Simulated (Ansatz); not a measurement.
Energy over volume and axial ratio for NaBr (rock salt)

NaBr (rock salt)

Space group Fm-3m (No. 225); a = b = c = 5.948 Å, α = β = γ = 90.00°

| atom | site | symmetry | x | y | z |
|---|---|---|---|---|---|
| Br | 4a | m-3m | 0.0000 | 0.0000 | 0.0000 |
| Na | 4b | m-3m | 0.5000 | 0.5000 | 0.5000 |
(The calculation used a cell of 2 atoms; values per cell refer to that cell.)

Two coordinates are scanned: the volume, and the ratio of the stretch along z (the conventional c axis) to the stretch across it. Atoms keep their fractional coordinates.

These are r2SCAN (plane waves to 500 eV, PAW, scalar-relativistic; Ansatz, a quantum-chemistry and plane-wave program) values and carry that method's errors. k mesh 10×10×10 (Γ-centred), Fermi-Dirac smearing 0.05 eV. Energies are smeared free energies. Compression counts positive. NaBr was relaxed with its symmetry unable to fall. The zero of ΔE is the relaxed starting cell.

ΔE (kJ/mol of atoms), with V/V₀ across and (c/a)/(c/a)₀ down:

```tsv
(c/a)/(c/a)₀ \ V/V₀	0.920	0.947	0.973	1.000	1.027	1.053	1.080
0.880	6.69	5.39	4.47	3.89	3.60	3.55	3.72
0.920	3.48	2.49	1.86	1.55	1.49	1.67	2.05
0.960	1.82	1.00	0.53	0.35	0.43	0.73	1.22
1.000	1.33	0.56	0.13	0.00	0.12	0.46	0.98
1.040	1.75	0.93	0.46	0.29	0.38	0.68	1.18
1.080	2.89	1.95	1.37	1.09	1.08	1.30	1.71
1.120	4.62	3.49	2.74	2.30	2.15	2.23	2.51
```

σzz − σxx (GPa), with V/V₀ across and (c/a)/(c/a)₀ down:

```
(c/a)/(c/a)₀ \ V/V₀  0.920  0.947  0.973  1.000  1.027  1.053  1.080
-------------------  -----  -----  -----  -----  -----  -----  -----
0.880                 9.40   8.27   7.26   6.37   5.57   4.87   4.24
0.920                 5.59   4.89   4.27   3.73   3.24   2.81   2.43
0.960                 2.52   2.20   1.92   1.66   1.44   1.24   1.06
1.000                 0.00   0.00   0.00   0.00   0.00   0.00   0.00
1.040                -2.15  -1.86  -1.61  -1.39  -1.19  -1.02  -0.86
1.080                -4.04  -3.50  -3.02  -2.60  -2.23  -1.90  -1.60
1.120                -5.77  -4.99  -4.31  -3.70  -3.17  -2.69  -2.27
```

Summary:

```
Item                                                                                                Value
-----------------------------------------------------  --------------------------------------------------
Shear modulus C′ = (C11 − C12)/2 (fit, atoms clamped)                                            18.8 GPa
Lowest place on the grid                                V/V₀ = 1.000, (c/a)/(c/a)₀ = 1.000 (0.0 meV/atom)
Highest place on the grid                              V/V₀ = 0.920, (c/a)/(c/a)₀ = 0.880 (69.4 meV/atom)
```

(A scan under strain: stresses follow from slopes of the energy per volume, elastic moduli from its curvatures.)
